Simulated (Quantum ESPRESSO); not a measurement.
Crystal: AgBr.

```
Ag Br
1.0
     0.00000    2.87015    2.87015
     2.87015    0.00000    2.87015
     2.87015    2.87015    0.00000
Ag Br
1 1
Direct
  0.00000 0.00000 0.00000
  0.50000 0.50000 0.50000
```

Base run:

- Program: Quantum ESPRESSO 7.5
- Functional: BLYP
- Potentials or basis: GBRV 1.5 PBE
- Cutoff: 762 eV
- Density cutoff: 6095 eV
- k mesh: 6 × 6 × 6, shifted
- Occupations: fermi-dirac, width 0.05 eV
- Spin: no spin polarisation

Its results: pressure 6.1 GPa; electronic dielectric tensor (diagonal) 5.94.

Task: The run is repeated on the same cell with these changes: functional from BLYP to WC. What comes out?

Result: Pressure -1.8 GPa; electronic dielectric tensor (diagonal) 6.41.

WC binds more tightly than BLYP, so the same cell stands under less pressure.

Caveats: the potentials were made for another functional, which shifts forces and pressure; the cell is more than 3 GPa from zero pressure, which shifts response properties (some runs).
